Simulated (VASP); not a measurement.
# Be (P6_3/mmc) in VASP: a series of runs

One crystal, Be, is run at these levels: LDA; tasks: single point.

Program: VASP 6.6.1. These are calculated values, not measurements. Logs are shortened: lines on timing, memory, paths and dates and some standing lists are left out, and cuts for length are marked.

## (1) The crystal as given

The structure is hexagonal, space group P6_3/mmc (No. 194). The conventional cell has a = 2.285 Å, b = 2.285 Å, c = 3.584 Å, α = 90.00°, β = 90.00°, γ = 120.00°. Be (site symmetry -6m2) is surrounded by 12 Be at 2.23 to 2.29 Å.

## (2) Single point, LDA

Contents of INCAR:

```
  ADDGRID = F
  ALGO = Normal
  EDIFF = 1E-6
  ENCUT = 400
  GGA = CA
  ISIF = 2
  ISMEAR = 1
  LASPH = T
  LCHARG = F
  LREAL = F
  LWAVE = F
  NELM = 100
  PREC = Accurate
  SIGMA = 0.2
```

Contents of KPOINTS:

```
k-points
0
Gamma
  11 11 7
```

Contents of POSCAR:

```
Be
1.0
    2.2853000000      0.0000000000      0.0000000000
   -1.1426500000      1.9791278553      0.0000000000
    0.0000000000      0.0000000000      3.5842000000
Be
2
Direct
    0.6556040000      0.3139550000      0.7387090000
    0.3030700000      0.6820070000      0.2728280000
```

Potentials or basis: VASP PAW LDA potentials, release 64 (Be).

Started as:

```console
cat potpaw_LDA.64/Be/POTCAR > POTCAR
mpirun -np 1 vasp_std > vasp.out
```

OUTCAR:

```text
EDIFF = 1E-6
   ENCUT = 400
   GGA = CA
   ISIF = 2
   ISMEAR = 1
   LASPH = T
   LREAL = F
   NELM = 100
   PREC = Accurate

 Found    424 irreducible k-points:

 Following reciprocal coordinates:
            Coordinates               Weight
  0.000000  0.000000  0.000000      1.000000
  0.090909  0.000000  0.000000      2.000000
  0.000000  0.090909  0.000000      2.000000
 -0.090909  0.090909  0.000000      2.000000
  0.181818  0.000000  0.000000      2.000000
  0.000000  0.181818  0.000000      2.000000
   k-points           NKPTS =    424   k-points in BZ     NKDIM =    424   number of bands    NBANDS=      6
   number of dos      NEDOS =    301   number of ions     NIONS =      2
   total plane-waves  NPLWV =   6144
   dimension x,y,z NGX =    16 NGY =   16 NGZ =   24
   dimension x,y,z NGXF=    32 NGYF=   32 NGZF=   48
   ions per type =               2
   NGX,Y,Z   is equivalent  to a cutoff of  11.64, 11.64, 11.13 a.u.
   NGXF,Y,Z  is equivalent  to a cutoff of  23.28, 23.28, 22.26 a.u.
 SYSTEM =  unknown system
   PREC   = accura    normal or accurate (medium, high low for compatibility)
   ISTART =      0    job   : 0-new  1-cont  2-samecut
   ICHARG =      2    charge: 1-file 2-atom 10-const
   ISPIN  =      1    spin polarized calculation?
   LNONCOLLINEAR =      F non collinear calculations
   LSORBIT =      F    spin-orbit coupling
   LASPH  =      T    aspherical Exc in radial PAW
   ENCUT  =  400.0 eV  29.40 Ry    5.42 a.u.   3.73  3.73  5.84*2*pi/ulx,y,z
   NELM   =    100;   NELMIN=  2; NELMDL= -5     # of ELM steps
   EDIFF  = 0.1E-05   stopping-criterion for ELM
[... 30 lines left out ...]
 non-spin polarized calculation
 Methfessel and Paxton  Order N= 1 SIGMA  =   0.20
  energy-cutoff  :      400.00
  volume of cell :       16.21
 maximum number of plane-waves:       305
   NGX =  7   NGY =  7   NGZ = 11

 number of electron       4.0000000 magnetization

 Free energy of the ion-electron system (eV)
  ---------------------------------------------------
  ext. energy  EPLUGINS =         0.00000000
  ---------------------------------------------------
  free energy    TOTEN  =        -8.30477720 eV

  energy without entropy =       -8.30374392  energy(sigma->0) =       -8.30443278

 E-fermi :   6.8151     XC(G=0): -10.5320

 val. band max:        6.8021684686   @ k =  -0.2727  -0.3636   0.2857
 cond. band min:       6.8425275832   @ k =  -0.2727  -0.4545   0.0000
 fundamental gap:      0.0403591145
 Fermi energy:         6.8151309270

 k-point     1 :       0.0000    0.0000    0.0000
  band No.  band energies     occupation
      1      -4.5075      2.00000
      2       2.2980      2.00000
      3       7.6957     -0.00000
      4      21.5204      0.00000
      5      22.2645      0.00000
      6      24.1515      0.00000

 k-point     2 :       0.0909    0.0000    0.0000
  band No.  band energies     occupation
      1      -4.2774      2.00000
      2       2.6022      2.00000
      3       7.7558     -0.00000
      4      20.0765      0.00000
      5      20.8690      0.00000
      6      24.3288      0.00000

 k-point     3 :       0.0000    0.0909    0.0000
  band No.  band energies     occupation
      1      -4.2775      2.00000
      2       2.6026      2.00000
      3       7.7535     -0.00000
      4      20.0748      0.00000
      5      20.8719      0.00000
      6      24.4412      0.00000

 k-point     4 :      -0.0909    0.0909    0.0000
  band No.  band energies     occupation
      1      -4.2770      2.00000
      2       2.5999      2.00000
      3       7.7686     -0.00000
      4      20.2614      0.00000
      5      20.5138      0.00000
      6      24.4414      0.00000

 k-point     5 :       0.1818    0.0000    0.0000
  band No.  band energies     occupation
      1      -3.5862      2.00000
      2       3.5125      2.00000
      3       7.8738     -0.00000
      4      16.8615      0.00000
      5      18.9296      0.00000
      6      23.9233      0.00000

 k-point     6 :       0.0000    0.1818    0.0000
  band No.  band energies     occupation
      1      -3.5865      2.00000
      2       3.5145      2.00000
      3       7.8617     -0.00000
      4      16.8947      0.00000
      5      18.9291      0.00000
      6      23.9841      0.00000

 [... further k-points ...]
[... 5 lines left out ...]
  --------------------------------------------------------------------------------------
  -------------------------------------------------------------------------------------
  Total       -0.9778973     -0.6082045     -0.3831467      0.2319658      0.1191727     -0.1322303
  in kB      -96.6483670    -60.1105808    -37.8674752     22.9258437     11.7781722    -13.0686976
  external PRESSURE =     -64.8754743 kB  Pullay stress =       0.0000000 kB

 VOLUME and BASIS-vectors are now :
 -----------------------------------------------------------------------------
  energy-cutoff  :      400.00
  volume of cell :       16.21
      direct lattice vectors                 reciprocal lattice vectors
     2.285300000  0.000000000  0.000000000     0.437579311  0.252636533  0.000000000
    -1.142650000  1.979127855  0.000000000     0.000000000  0.505273066  0.000000000
     0.000000000  0.000000000  3.584200000     0.000000000  0.000000000  0.279002288

 POSITION                                       TOTAL-FORCE (eV/Angst)
 -----------------------------------------------------------------------------------
      1.13951      0.62136      2.64768        -0.247096      0.232116      0.893348
     -0.08669      1.34978      0.97787         0.247096     -0.232116     -0.893348
 -----------------------------------------------------------------------------------
    total drift:                                0.000000      0.000000     -0.000000

  FREE ENERGIE OF THE ION-ELECTRON SYSTEM (eV)
  ---------------------------------------------------
  free  energy   TOTEN  =        -8.3047772008 eV

  energy  without entropy=       -8.3037439245  energy(sigma->0) =       -8.30443278
```

Wall time 7.5 s (1 thread of AMD EPYC 9R45 (Zen 5), shared host); peak memory 0.1 GiB.

The run converged, but some of its settings lie outside the range that counts as converged, so its numbers aren't taken as properties of the crystal.

What came out:

```yaml
Free_energy: -8.3048 eV
Pressure: -6.5 GPa
Largest_force: 0.956 eV/Å
Band_gap_on_the_k_mesh: none (metal or under the smearing width)
```

## (3) Single point, LDA

Edit INCAR of step 2 so:

```diff
@@ -3,3 +3,3 @@
   EDIFF = 1E-6
-  ENCUT = 400
+  ENCUT = 460
   GGA = CA
```

KPOINTS is that of step 2.

Contents of POSCAR:

```
Be
1.0
    2.2853000000      0.0000000000      0.0000000000
   -1.1426500000      1.9791278553      0.0000000000
    0.0000000000      0.0000000000      3.5842000000
Be
2
Direct
    0.6666666667      0.3333333333      0.7500000000
    0.3333333333      0.6666666667      0.2500000000
```

Potentials or basis: VASP PAW LDA potentials, release 64 (Be).

Started as:

```console
cat potpaw_LDA.64/Be/POTCAR > POTCAR
mpirun -np 1 vasp_std > vasp.out
```

Wall time 1.8 s (1 thread of AMD EPYC 9R45 (Zen 5), shared host); peak memory 0.08 GiB.

These settings aren't checked as converged: the numbers below hold their error.

What came out:

```yaml
Free_energy: -8.3781 eV
Pressure: -7.9 GPa
Band_gap_on_the_k_mesh: none (metal or under the smearing width)
```

## (4) Single point, LDA

INCAR is that of step 3.

KPOINTS is that of step 3.

Contents of POSCAR:

```
Be
1.0
    2.2853000000      0.0000000000      0.0000000000
   -1.1426500000      1.9791278553      0.0000000000
    0.0000000000      0.0000000000      3.5842000000
Be
2
Direct
    0.6556040000      0.3139550000      0.7387090000
    0.3030700000      0.6820070000      0.2728280000
```

Started as:

```console
cat potpaw_LDA.64/Be/POTCAR > POTCAR
mpirun -np 1 vasp_std > vasp.out
```

Wall time 8.8 s (1 thread of AMD EPYC 9R45 (Zen 5), shared host); peak memory 0.1 GiB.

These settings aren't checked as converged: the numbers below hold their error.

What came out:

| Quantity | Value |
| --- | --- |
| Free energy | -8.3057 eV |
| Pressure | -6.5 GPa |
| Largest force | 0.956 eV/Å |
| Band gap on the k mesh | none (metal or under the smearing width) |

## (5) Single point, LDA

Edit INCAR of step 4 so:

```diff
@@ -13,2 +13,2 @@
   PREC = Accurate
-  SIGMA = 0.2
+  SIGMA = 0.4
```

KPOINTS is that of step 4.

Contents of POSCAR:

```
Be
1.0
    2.2853000000      0.0000000000      0.0000000000
   -1.1426500000      1.9791278553      0.0000000000
    0.0000000000      0.0000000000      3.5842000000
Be
2
Direct
    0.6666666667      0.3333333333      0.7500000000
    0.3333333333      0.6666666667      0.2500000000
```

Started as:

```console
cat potpaw_LDA.64/Be/POTCAR > POTCAR
mpirun -np 1 vasp_std > vasp.out
```

It took 1.7 s on 1 thread of AMD EPYC 9R45 (Zen 5), shared host; peak memory 0.08 GiB.

The run converged, but some of its settings lie outside the range that counts as converged, so its numbers aren't taken as properties of the crystal.

Results:

```yaml
Free_energy: -8.3794 eV
Pressure: -7.9 GPa
Band_gap_on_the_k_mesh: none (metal or under the smearing width)
```
